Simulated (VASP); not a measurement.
# Si12H6C in VASP: further runs, part 2 of 2

VASP 6.6.1. Earlier steps stand in the parts before.

## 4. Single point, PBE+D3(BJ)

The input, INCAR:

```
PREC = Accurate
ENCUT = 520
EDIFF = 1E-6
ISMEAR = 0
SIGMA = 0.05
LREAL = Auto
LASPH = True
NELM = 100
ALGO = Fast
ISIF = 2
LWAVE = False
LCHARG = True
LDIPOL = True
IDIPOL = 3
DIPOL = 0.5 0.5 0.514
GGA = PE
IVDW = 12
LELF = True
LVHAR = True
LVACPOTAV = True
NBANDS = 83
```

The input, KPOINTS:

```
Automatic mesh
0
Gamma
  3 3 1
```

The input, POSCAR:

```
Si12H6C
1.0
    7.6805938572      0.0000000000      0.0000000000
    0.0000000000      7.6805938572      0.0000000000
    0.0000000000      0.0000000000     22.8087500000
Si H C
24 12 2
Direct
    0.1094653702     -0.0002914598      0.6564610052
    0.1406259803      0.4999168957      0.6414672870
    0.4164187476      0.0000925010      0.6556217409
    0.4312261227      0.4999791969      0.6715682205
    0.0104229791      0.2462816003      0.6064967111
    0.0104771089      0.7534512448      0.6063343521
    0.4894026524      0.2602839142      0.6079294987
    0.4893650048      0.7397538684      0.6079862598
    0.2553208520      0.2492775252      0.5417032391
    0.2554423463      0.7508720836      0.5416688661
    0.7483806435      0.2537904436      0.5517179583
    0.7482636651      0.7462126997      0.5517004808
    0.2473238843      0.0000895854      0.4835839185
    0.2516457503      0.5000572039      0.4842624723
    0.7479617614      0.0000144073      0.4917390078
    0.7525393532      0.4999980786      0.4895746605
   -0.0070144463     -0.0000000903      0.4280306060
   -0.0014700550      0.5000059079      0.4276104645
    0.5028786448      0.0000186393      0.4280672884
    0.5047758268      0.4999721212      0.4277201651
    0.0000000000      0.2500000000      0.3691565737
    0.0000000000      0.7500000000      0.3691565737
    0.5000000000      0.2500000000      0.3691565737
    0.5000000000      0.7500000000      0.3691565737
   -0.1510299882      0.2500000000      0.3288211761
    0.1510299882      0.2500000000      0.3288211761
   -0.1510299882      0.7500000000      0.3288211761
    0.1510299882      0.7500000000      0.3288211761
    0.3489700118      0.2500000000      0.3288211761
    0.6510299882      0.2500000000      0.3288211761
    0.3489700118      0.7500000000      0.3288211761
    0.6510299882      0.7500000000      0.3288211761
    0.1043286815      0.1119138131      0.7620968285
    0.1081248880     -0.1192680289      0.7607762823
    0.4156214324      0.1189000299      0.7599252725
    0.4193840272     -0.1127541603      0.7611177993
    0.1602361983     -0.0016826128      0.7397573261
    0.3630503178      0.0011967265      0.7390896987
```

Potentials or basis: VASP PAW PBE potentials, release 64 (Si, H, C).

Launch:

```bash
cat potpaw_PBE.64/Si/POTCAR potpaw_PBE.64/H/POTCAR potpaw_PBE.64/C/POTCAR > POTCAR
mpirun -np 1 vasp_std > vasp.out
```

OUTCAR:

```text
PREC = Accurate
   ENCUT = 520
   EDIFF = 1E-6
   ISMEAR = 0
   LREAL = Auto
   LASPH = True
   NELM = 100
   ISIF = 2
   GGA = PE
   IVDW = 12
 IVDW          = 12

 ion  position               nearest neighbor table
   1  0.109  1.000  0.656-  37 1.94   6 2.34   5 2.34   3 2.36
   2  0.141  0.500  0.641-   5 2.33   6 2.33   4 2.34   9 3.11  10 3.11
   3  0.416  0.000  0.656-  38 1.95   7 2.34   8 2.34   1 2.36
   4  0.431  0.500  0.672-   2 2.34   8 2.39   7 2.39
   5  0.010  0.246  0.606-   2 2.33   1 2.34  11 2.37   9 2.39
   6  0.010  0.753  0.606-   2 2.33   1 2.34  12 2.37  10 2.39
[... 660 lines left out ...]
  in kB      10.93881     1.47913    -0.49546     0.01138     0.00912    -0.00908
  external pressure =        3.97 kB  Pullay stress =        0.00 kB

 VOLUME and BASIS-vectors are now :
 -----------------------------------------------------------------------------
  energy-cutoff  :      520.00
  volume of cell :     1345.52
      direct lattice vectors                 reciprocal lattice vectors
     7.680593857  0.000000000  0.000000000     0.130198266  0.000000000  0.000000000
     0.000000000  7.680593857  0.000000000     0.000000000  0.130198266  0.000000000
     0.000000000  0.000000000 22.808750000     0.000000000  0.000000000  0.043842823

 POSITION                                       TOTAL-FORCE (eV/Angst)
 -----------------------------------------------------------------------------------
      0.84076      7.67836     14.97305        -0.002948      0.000810     -0.016251
      1.08009      3.83966     14.63107        -0.010415      0.001279     -0.001947
      3.19834      0.00071     14.95391        -0.000006     -0.002456     -0.007129
      3.31207      3.84014     15.31763        -0.001230     -0.000162     -0.006299
      0.08005      1.89159     13.83343        -0.001753      0.002151      0.000064
      0.08047      5.78695     13.82973        -0.004338     -0.000583      0.005280
[... 30 lines left out ...]
      1.23071      7.66767     16.87294        -0.016307      0.001193     -0.022707
      2.78844      0.00919     16.85771         0.024968      0.000442     -0.012743
 -----------------------------------------------------------------------------------
    total drift:                                0.004132     -0.000081      0.001987

  FREE ENERGIE OF THE ION-ELECTRON SYSTEM (eV)
  ---------------------------------------------------
  free  energy   TOTEN  =      -191.0733129113 eV

  energy  without entropy=     -191.0733129113  energy(sigma->0) =     -191.07331291

 vacuum level on the upper side and lower side of the slab         3.726         4.086
```

OSZICAR:

```text
N       E                     dE             d eps       ncg     rms          rms(c)
DAV:   1     0.561263397293E+03    0.56126E+03   -0.38464E+04   830   0.104E+03
DAV:   2    -0.120064822302E+03   -0.68133E+03   -0.65446E+03  1129   0.193E+02
DAV:   3    -0.191343190599E+03   -0.71278E+02   -0.70391E+02  1036   0.622E+01
[... 18 lines left out ...]
RMM:  22    -0.184535350151E+03   -0.29700E-04   -0.30813E-06   833   0.341E-03    0.946E-04
RMM:  23    -0.184535375449E+03   -0.25298E-04   -0.25844E-06   822   0.257E-03    0.565E-04
RMM:  24    -0.184535379121E+03   -0.36714E-05   -0.48578E-07   698   0.143E-03    0.717E-04
RMM:  25    -0.184535381264E+03   -0.21438E-05   -0.21519E-07   582   0.993E-04    0.359E-04
RMM:  26    -0.184535382118E+03   -0.85361E-06   -0.17540E-07   583   0.980E-04
   1 F= -.19107331E+03 E0= -.19107331E+03  d E =-.743812E-14
```

Wall time 14 min (1 thread of Intel Xeon 6975P-C (Granite Rapids), shared host); peak memory 1.4 GiB.

What came out:

```yaml
Free_energy: -191.0733 eV
Largest_force: 0.253 eV/Å
Band_gap_on_the_k_mesh: 0.73 eV, indirect (least direct gap 0.87 eV)
Dispersion_energy_per_atom: -0.172 eV
Ionisation_potential_of_the_upper_face: 4.64 eV
```

Forces on the atoms (eV/Å):
```
Si  -0.003  0.001 -0.016
Si  -0.010  0.001 -0.002
Si   0.000 -0.002 -0.007
Si  -0.001  0.000 -0.006
Si  -0.002  0.002  0.000
Si  -0.004 -0.001  0.005
Si   0.002 -0.002 -0.002
Si   0.002  0.003 -0.001
Si   0.002 -0.003 -0.004
Si   0.005  0.001 -0.005
Si  -0.002 -0.002  0.001
Si  -0.002  0.001  0.001
Si  -0.006  0.000  0.003
Si  -0.003 -0.001  0.002
Si   0.003  0.000 -0.002
Si   0.006  0.000  0.002
Si   0.000  0.000 -0.003
Si   0.002  0.001  0.001
Si   0.003  0.000  0.003
Si   0.002  0.001  0.000
Si  -0.252 -0.014 -0.019
Si  -0.252  0.014 -0.019
Si   0.248 -0.010 -0.009
Si   0.248  0.009 -0.006
H    0.120  0.022 -0.031
H   -0.095 -0.038  0.050
H    0.120 -0.022 -0.031
H   -0.095  0.038  0.050
H    0.096 -0.002  0.049
H   -0.118 -0.015 -0.030
H    0.096  0.002  0.049
H   -0.118  0.015 -0.030
H   -0.010  0.018  0.010
H   -0.009 -0.017  0.010
H    0.009  0.017  0.011
H    0.011 -0.018  0.010
C   -0.016  0.001 -0.023
C    0.025  0.000 -0.013
```

Expect the measured gap to be larger: semilocal functionals such as PBE lack the derivative discontinuity.

## 5. Single point, PBE+D3(BJ)

The input, INCAR:

```
SYSTEM = Si12H6C
PREC = Accurate
ENCUT = 520
EDIFF = 1E-6
ISMEAR = 0
SIGMA = 0.05
LREAL = Auto
LASPH = .TRUE.
NELM = 100
ALGO = Fast
ISIF = 2
LWAVE = .FALSE.
LCHARG = .FALSE.
LDIPOL = .TRUE.
IDIPOL = 3
DIPOL = 0.5 0.5 0.513
GGA = PE
IVDW = 12
NBANDS = 83
```

The input, KPOINTS:

```
regular mesh
0
G
  3 3 1
  0 0 0
```

The input, POSCAR:

```
Si12H6C
1.0
    7.6805938572      0.0000000000      0.0000000000
    0.0000000000      7.6805938572      0.0000000000
    0.0000000000      0.0000000000     22.8087500000
Si H C
24 12 2
Direct
    0.0950640638      0.0000000000      0.6558338357
    0.0989506820      0.5000000000      0.6404888475
    0.4049359362      0.0000000000      0.6558338357
    0.4010493180      0.5000000000      0.6711788239
    0.0000000000      0.2500000000      0.6072669480
    0.0000000000      0.7500000000      0.6072669480
    0.5000000000      0.2500000000      0.6072669480
    0.5000000000      0.7500000000      0.6072669480
    0.2500000000      0.2500000000      0.5477393544
    0.2500000000      0.7500000000      0.5477393544
    0.7500000000      0.2500000000      0.5477393544
    0.7500000000      0.7500000000      0.5477393544
    0.2500000000      0.0000000000      0.4882117608
    0.2500000000      0.5000000000      0.4882117608
    0.7500000000      0.0000000000      0.4882117608
    0.7500000000      0.5000000000      0.4882117608
    0.0000000000      0.0000000000      0.4286841673
    0.0000000000      0.5000000000      0.4286841673
    0.5000000000      0.0000000000      0.4286841673
    0.5000000000      0.5000000000      0.4286841673
    0.0000000000      0.2500000000      0.3691565737
    0.0000000000      0.7500000000      0.3691565737
    0.5000000000      0.2500000000      0.3691565737
    0.5000000000      0.7500000000      0.3691565737
   -0.1510299882      0.2500000000      0.3288211761
    0.1510299882      0.2500000000      0.3288211761
   -0.1510299882      0.7500000000      0.3288211761
    0.1510299882      0.7500000000      0.3288211761
    0.3489700118      0.2500000000      0.3288211761
    0.6510299882      0.2500000000      0.3288211761
    0.3489700118      0.7500000000      0.3288211761
    0.6510299882      0.7500000000      0.3288211761
    0.0963660464      0.0989506820      0.7557954732
    0.0963660464     -0.1301982657      0.7557954732
    0.4036339536      0.1301982657      0.7557954732
    0.4036339536     -0.0989506820      0.7557954732
    0.1484453527     -0.0156237919      0.7338740615
    0.3515546473      0.0156237919      0.7338740615
```

Potentials or basis: VASP PAW PBE potentials, release 64 (Si, H, C).

Launch:

```bash
cat potpaw_PBE.64/Si/POTCAR potpaw_PBE.64/H/POTCAR potpaw_PBE.64/C/POTCAR > POTCAR
mpirun -np 1 vasp_std > vasp.out
```

OUTCAR:

```text
SYSTEM = Si12H6C
   PREC = Accurate
   ENCUT = 520
   EDIFF = 1E-6
   ISMEAR = 0
   LREAL = Auto
   LASPH = .TRUE.
   NELM = 100
   ISIF = 2
   GGA = PE
   IVDW = 12
 IVDW          = 12

 ion  position               nearest neighbor table
   1  0.095  0.000  0.656-  37 1.83   6 2.33   5 2.33   3 2.38
   2  0.099  0.500  0.640-   5 2.20   6 2.20   4 2.42   9 3.08  10 3.08
   3  0.405  0.000  0.656-  38 1.83   8 2.33   7 2.33   1 2.38
   4  0.401  0.500  0.671-   2 2.42   7 2.53   8 2.53
   5  0.000  0.250  0.607-   2 2.20   1 2.33   9 2.35  11 2.35
   6  0.000  0.750  0.607-   2 2.20   1 2.33  10 2.35  12 2.35
   7  0.500  0.250  0.607-   3 2.33   9 2.35  11 2.35   4 2.53
   8  0.500  0.750  0.607-   3 2.33  10 2.35  12 2.35   4 2.53
   9  0.250  0.250  0.548-   5 2.35   7 2.35  13 2.35  14 2.35   2 3.08
  10  0.250  0.750  0.548-   6 2.35   8 2.35  13 2.35  14 2.35   2 3.08
  11  0.750  0.250  0.548-   5 2.35   7 2.35  15 2.35  16 2.35
  12  0.750  0.750  0.548-   6 2.35   8 2.35  15 2.35  16 2.35
  13  0.250  0.000  0.488-  17 2.35  19 2.35   9 2.35  10 2.35
  14  0.250  0.500  0.488-  18 2.35  20 2.35   9 2.35  10 2.35
  15  0.750  0.000  0.488-  17 2.35  19 2.35  11 2.35  12 2.35
  16  0.750  0.500  0.488-  18 2.35  20 2.35  11 2.35  12 2.35
  17  0.000  0.000  0.429-  13 2.35  15 2.35  21 2.35  22 2.35
  18  0.000  0.500  0.429-  14 2.35  16 2.35  21 2.35  22 2.35
  19  0.500  0.000  0.429-  13 2.35  15 2.35  23 2.35  24 2.35
  20  0.500  0.500  0.429-  14 2.35  16 2.35  23 2.35  24 2.35
  21  0.000  0.250  0.369-  25 1.48  26 1.48  17 2.35  18 2.35
  22  0.000  0.750  0.369-  27 1.48  28 1.48  17 2.35  18 2.35
  23  0.500  0.250  0.369-  29 1.48  30 1.48  19 2.35  20 2.35
  24  0.500  0.750  0.369-  31 1.48  32 1.48  19 2.35  20 2.35
  25  0.849  0.250  0.329-  21 1.48
  26  0.151  0.250  0.329-  21 1.48
  27  0.849  0.750  0.329-  22 1.48
  28  0.151  0.750  0.329-  22 1.48
  29  0.349  0.250  0.329-  23 1.48
  30  0.651  0.250  0.329-  23 1.48
  31  0.349  0.750  0.329-  24 1.48
  32  0.651  0.750  0.329-  24 1.48
  33  0.096  0.099  0.756-  37 1.09
  34  0.096  0.870  0.756-  37 1.09
  35  0.404  0.130  0.756-  38 1.09
  36  0.404  0.901  0.756-  38 1.09
[... 227 lines left out ...]
 maximum number of plane-waves:     36234
 NGX is ok and might be reduce to    60
   NGX = 29   NGY = 29   NGZ = 85

 dipolmoment           0.000000      0.000000      0.000019 electrons x Angstroem

 number of electron     116.0000001 magnetization

 dipolmoment           0.000000      0.000000     -0.156696 electrons x Angstroem

 Free energy of the ion-electron system (eV)
  ---------------------------------------------------
  ext. energy  EPLUGINS =         0.00000000
  ---------------------------------------------------
  free energy    TOTEN  =      -183.43319337 eV

  energy without entropy =     -183.43269425  energy(sigma->0) =     -183.43294381

 E-fermi :  -0.4748     XC(G=0):  -4.4439

 val. band max:       -0.5722439293   @ k =  -0.3333   0.3333   0.0000
 cond. band min:      -0.3939443707   @ k =   0.0000   0.0000   0.0000
 fundamental gap:      0.1782995586
 Fermi energy:        -0.4747598588

 k-point     1 :       0.0000    0.0000    0.0000
  band No.  band energies     occupation
      1     -15.5128      2.00000
      2     -12.2820      2.00000
      3     -11.8775      2.00000
      4     -11.3739      2.00000
      5     -10.4811      2.00000
      6     -10.3990      2.00000
[... 354 lines left out ...]
     69       2.3773      0.00000
     70       2.5048      0.00000
 [bands above 70 left out]

------------------------ aborting loop because EDIFF is reached ----------------------------------------

 vacuum level on the upper side and lower side of the slab       (xc-potential included)        -0.335         0.159

 Edisp (eV)   -6.57629

 E8    (eV) :    -2.7072

  FORCE on cell =-STRESS in cart. coord.  units (eV):
  Direction    XX          YY          ZZ          XY          YZ          ZX
  --------------------------------------------------------------------------------------
  -------------------------------------------------------------------------------------
  Total       9.42836     4.84904     6.40328    -1.60369    -0.02612     2.53188
  in kB      11.22679     5.77398     7.62468    -1.90958    -0.03110     3.01483
  external pressure =        8.21 kB  Pullay stress =        0.00 kB

 VOLUME and BASIS-vectors are now :
 -----------------------------------------------------------------------------
  energy-cutoff  :      520.00
  volume of cell :     1345.52
      direct lattice vectors                 reciprocal lattice vectors
     7.680593857  0.000000000  0.000000000     0.130198266  0.000000000  0.000000000
     0.000000000  7.680593857  0.000000000     0.000000000  0.130198266  0.000000000
     0.000000000  0.000000000 22.808750000     0.000000000  0.000000000  0.043842823

 POSITION                                       TOTAL-FORCE (eV/Angst)
 -----------------------------------------------------------------------------------
      0.73015      0.00000     14.95875         0.051864     -0.246187     -1.615727
      0.76000      3.84030     14.60875         1.933831      0.031740      0.901680
      3.11015      0.00000     14.95875         0.504710      0.235416     -1.979425
      3.08030      3.84030     15.30875         0.315024     -0.003341     -0.789029
      0.00000      1.92015     13.85100        -0.700681     -1.143655     -0.343654
      0.00000      5.76045     13.85100        -0.719963      1.161894     -0.445950
[... 30 lines left out ...]
      1.14015      7.56059     16.73875         0.466176      1.580850      1.379825
      2.70015      0.12000     16.73875        -0.481774     -1.586208      1.333180
 -----------------------------------------------------------------------------------
    total drift:                                0.001800      0.000009     -0.022476

  FREE ENERGIE OF THE ION-ELECTRON SYSTEM (eV)
  ---------------------------------------------------
  free  energy   TOTEN  =      -190.0094871876 eV

  energy  without entropy=     -190.0089880611  energy(sigma->0) =     -190.00923762

 vacuum level on the upper side and lower side of the slab         3.552         4.060
```

Wall time 15 min (1 thread of Intel Xeon 6975P-C (Granite Rapids), shared host); peak memory 1.4 GiB.

What came out:

| Quantity | Value |
| --- | --- |
| Free energy | -190.0095 eV |
| Largest force | 2.149 eV/Å |
| Band gap on the k mesh | 0.18 eV, indirect (least direct gap 0.44 eV) |
| Dispersion energy per atom | -0.173 eV |

Forces on the atoms (eV/Å):
```
Si   0.052 -0.246 -1.616
Si   1.934  0.032  0.902
Si   0.505  0.235 -1.979
Si   0.315 -0.003 -0.789
Si  -0.701 -1.144 -0.344
Si  -0.720  1.162 -0.446
Si  -0.824  0.715  0.597
Si  -0.848 -0.754  0.734
Si   0.480  0.111 -0.663
Si   0.450 -0.110 -0.670
Si  -0.134  0.093  0.227
Si  -0.075 -0.096  0.228
Si  -0.355  0.002 -0.096
Si  -0.061  0.008 -0.043
Si   0.028  0.004  0.008
Si   0.042 -0.001 -0.033
Si   0.122 -0.005 -0.164
Si   0.102  0.015 -0.143
Si  -0.079  0.003 -0.111
Si  -0.093 -0.016 -0.105
Si  -0.123  0.004  0.144
Si  -0.123 -0.007  0.141
Si   0.072  0.028  0.140
Si   0.069 -0.026  0.144
H    0.116  0.006 -0.004
H   -0.102 -0.006  0.034
H    0.117 -0.004 -0.006
H   -0.102  0.008  0.033
H    0.101 -0.006  0.037
H   -0.103 -0.016  0.013
H    0.100  0.004  0.038
H   -0.102  0.014  0.015
H   -0.592  0.195  0.350
H    0.314 -0.312  0.201
H   -0.340  0.357  0.188
H    0.577 -0.240  0.325
C    0.466  1.581  1.380
C   -0.482 -1.586  1.333
```
